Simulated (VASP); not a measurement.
# Br (Fd-3m) in VASP: single point with PBEsol

Aim: the single point of Br with PBEsol.

Program: VASP 6.6.1. These are calculated values, not measurements. Logs are shortened: lines on timing, memory, paths and dates and some standing lists are left out, and cuts for length are marked.

### 1 Starting point

It takes space group Fd-3m (No. 227, cubic). The conventional cell has a = 6.874 Å, b = 6.874 Å, c = 6.874 Å, α = 90.00°, β = 90.00°, γ = 90.00°. Around Br (site symmetry -43m) lie 4 Br at 2.98 Å.

The cell was built by a generator and needn't be a form met in nature.

### 2 Single point, PBEsol

INCAR reads:

```
ALGO = Normal
EDIFF = 1E-6
ENCUT = 520
GGA = PS
ISIF = 2
ISMEAR = -1
LASPH = True
LCHARG = False
LREAL = False
LWAVE = False
NBANDS = 14
NELM = 60
PREC = Accurate
SIGMA = 0.13605693000000002
```

KPOINTS reads:

```
k-points
0
Gamma
  8 8 8
```

POSCAR reads:

```
Br
1.0
    0.0000000000      3.4370797282      3.4370797282
    3.4370797282      0.0000000000      3.4370797282
    3.4370797282      3.4370797282      0.0000000000
Br
2
Direct
    0.0000000000      0.0000000000      0.0000000000
    0.2500000000      0.2500000000      0.2500000000
```

Potentials or basis: VASP PAW PBE potentials, release 64 (Br).

The run is started by

```
cat potpaw_PBE.64/Br/POTCAR > POTCAR
mpirun -np 1 vasp_std > vasp.out
```

OUTCAR:

```text
EDIFF = 1E-6
   ENCUT = 520
   GGA = PS
   ISIF = 2
   ISMEAR = -1
   LASPH = True
   LREAL = False
   NELM = 60
   PREC = Accurate

 ion  position               nearest neighbor table
   1  0.000  0.000  0.000-
   2  0.250  0.250  0.250-

  LATTYP: Found a face centered cubic cell.
 ALAT       =     6.8741594564

  Lattice vectors:

 A1 = (   0.0000000000,   3.4370797282,   3.4370797282)
 A2 = (   3.4370797282,   0.0000000000,   3.4370797282)
 A3 = (   3.4370797282,   3.4370797282,   0.0000000000)

Analysis of symmetry for initial positions (statically):
=====================================================================
 Subroutine PRICEL returns:
 Original cell was already a primitive cell.

 Routine SETGRP: Setting up the symmetry group for a
 face centered cubic supercell.

 Subroutine GETGRP returns: Found 48 space group operations
 (whereof 24 operations were pure point group operations)
 out of a pool of 48 trial point group operations.

The static configuration has the point symmetry T_d .
 The point group associated with its full space group is O_h .

Analysis of symmetry for dynamics (positions and initial velocities):
=====================================================================
 Subroutine PRICEL returns:
 Original cell was already a primitive cell.

 Routine SETGRP: Setting up the symmetry group for a
 face centered cubic supercell.

 Subroutine GETGRP returns: Found 48 space group operations
 (whereof 24 operations were pure point group operations)
 out of a pool of 48 trial point group operations.

The dynamic configuration has the point symmetry T_d .
 The point group associated with its full space group is O_h .

 Subroutine INISYM returns: Found 48 space group operations
 (whereof 24 operations are pure point group operations),
 and found     1 'primitive' translations

----------------------------------------------------------------------------------------

                                     Primitive cell

  volume of cell :      81.2080

  direct lattice vectors                    reciprocal lattice vectors
     0.000000000  3.437079728  3.437079728    -0.145472331  0.145472331  0.145472331
     3.437079728  0.000000000  3.437079728     0.145472331 -0.145472331  0.145472331
     3.437079728  3.437079728  0.000000000     0.145472331  0.145472331 -0.145472331

  length of vectors
     4.860764767  4.860764767  4.860764767     0.251965468  0.251965468  0.251965468

  position of ions in fractional coordinates (direct lattice)
     0.000000000  0.000000000  0.000000000
[... 89 lines left out ...]
   NELECT =      14.0000    total number of electrons
   NUPDOWN=      -1.0000    fix difference up-down
   EMIN   =  10.00;   EMAX   =-10.00  energy-range for DOS
   EFERMI =   0.00;   METHOD = LEGACY
   ISMEAR =    -1;   SIGMA  =   0.14  broadening in eV -4-tet -1-fermi 0-gaus
   EFERMI_NEDOS =   21; number of points for ismear=-14 and -15
   IALGO  =     38    algorithm
   IMIX   =      4    mixing-type and parameters
     AMIX     =   0.40;   BMIX     =  1.00
     AMIX_MAG =   1.60;   BMIX_MAG =  1.00
  volume/ion in A,a.u.               =      40.60       274.01
  Fermi-wavevector in a.u.,A,eV,Ry     =   0.911139  1.721803 11.295203  0.830174
  Thomas-Fermi vector in A             =   2.035383
   LORBIT       =      0    0 simple, 1 ext, 2 COOP (PROOUT), +10 PAW based schemes
   GGA     = PS    functional components
   LHFCALC =     F    Hartree Fock is set to
   AEXX    =    0.0000 exact exchange contribution
   IVDW    =     0    specifies the selected vdW correction
   LEPSILON=     F    determine dielectric tensor
   LRPA    =     F    only Hartree local field effects (RPA)
 non-spin polarized calculation
  energy-cutoff  :      520.00
  volume of cell :       81.21
 maximum number of plane-waves:      2208
   NGX = 19   NGY = 19   NGZ = 19

 number of electron      13.9999997 magnetization

 Free energy of the ion-electron system (eV)
  ---------------------------------------------------
  ext. energy  EPLUGINS =         0.00000000
  ---------------------------------------------------
  free energy    TOTEN  =        -2.49281782 eV

  energy without entropy =       -2.25376721  energy(sigma->0) =       -2.37329252

 E-fermi :  -0.9672     XC(G=0):  -7.1122

 val. band max:       -1.0342730242   @ k =  -0.3750   0.2500   0.1250
 cond. band min:      -0.9646924703   @ k =   0.3750   0.2500   0.0000
 fundamental gap:      0.0695805540
 Fermi energy:        -0.9672400623

 k-point     1 :       0.0000    0.0000    0.0000
  band No.  band energies     occupation
      1     -16.2631      2.00000
      2     -14.0152      2.00000
      3      -3.8673      2.00000
      4      -3.8673      2.00000
      5      -3.8673      2.00000
      6      -1.9129      1.99809
      7      -1.9129      1.99809
      8      -1.9129      1.99809
      9       4.1323      0.00000
     10       7.9674      0.00000
     11       7.9674      0.00000
     12       9.4704      0.00000
     13       9.4704      0.00000
     14       9.4704      0.00000
[... 377 lines left out ...]
      1     -15.6214      2.00000
      2     -14.8491      2.00000
      3      -4.8408      2.00000
      4      -4.4703      2.00000
      5      -3.5090      2.00000
      6      -1.9344      1.99837
      7      -1.0343      1.24148
      8      -0.7577      0.35308
      9       6.0683      0.00000
     10       6.5359      0.00000
     11       8.0206      0.00000
     12       8.5157      0.00000
     13      10.0995      0.00000
     14      11.1502      0.00000

 [... further k-points ...]

------------------------ aborting loop because EDIFF is reached ----------------------------------------

  FORCE on cell =-STRESS in cart. coord.  units (eV):
  Direction    XX          YY          ZZ          XY          YZ          ZX
  --------------------------------------------------------------------------------------
  -------------------------------------------------------------------------------------
  Total        0.0025702      0.0025702      0.0025702      0.0000000      0.0000000      0.0000000
  in kB        0.0507083      0.0507083      0.0507083      0.0000000      0.0000000      0.0000000
  external PRESSURE =       0.0507083 kB  Pullay stress =       0.0000000 kB

 VOLUME and BASIS-vectors are now :
 -----------------------------------------------------------------------------
  energy-cutoff  :      520.00
  volume of cell :       81.21
      direct lattice vectors                 reciprocal lattice vectors
     0.000000000  3.437079728  3.437079728    -0.145472331  0.145472331  0.145472331
     3.437079728  0.000000000  3.437079728     0.145472331 -0.145472331  0.145472331
     3.437079728  3.437079728  0.000000000     0.145472331  0.145472331 -0.145472331

 POSITION                                       TOTAL-FORCE (eV/Angst)
 -----------------------------------------------------------------------------------
      0.00000      0.00000      0.00000         0.000000     -0.000000      0.000000
      1.71854      1.71854      1.71854        -0.000000      0.000000     -0.000000
 -----------------------------------------------------------------------------------
    total drift:                                0.000000      0.000000      0.000000

  FREE ENERGIE OF THE ION-ELECTRON SYSTEM (eV)
  ---------------------------------------------------
  free  energy   TOTEN  =        -2.4928178213 eV

  energy  without entropy=       -2.2537672145  energy(sigma->0) =       -2.37329252
```

stdout:

```text
POSCAR found type information on POSCAR Br
 POSCAR found :  1 types and       2 ions
 scaLAPACK will be used
 -----------------------------------------------------------------------------
|                                                                             |
|                                                                             |
|     You enforced a specific xc type in the INCAR file but a different       |
|     I HOPE YOU KNOW WHAT YOU ARE DOING!                                     |
|                                                                             |
 -----------------------------------------------------------------------------

 LDA part: xc-table for (Slater+PW92), standard interpolation
 POSCAR, INCAR and KPOINTS ok, starting setup
 FFT: planning ... GRIDC
 FFT: planning ... GRID_SOFT
 FFT: planning ... GRID
 WAVECAR not read
 entering main loop
```

It took 14 s on 1 thread of AMD EPYC 9R45 (Zen 5), shared host; peak memory 0.17 GiB.

Results:

| Item | Value |
| --- | --- |
| Free energy | -2.4928 eV |
| Pressure | 0.0 GPa |
| Band gap on the k mesh | none (metal or under the smearing width) |

Caveat: the PAW data sets were made with another functional, which shifts forces and pressure a little.
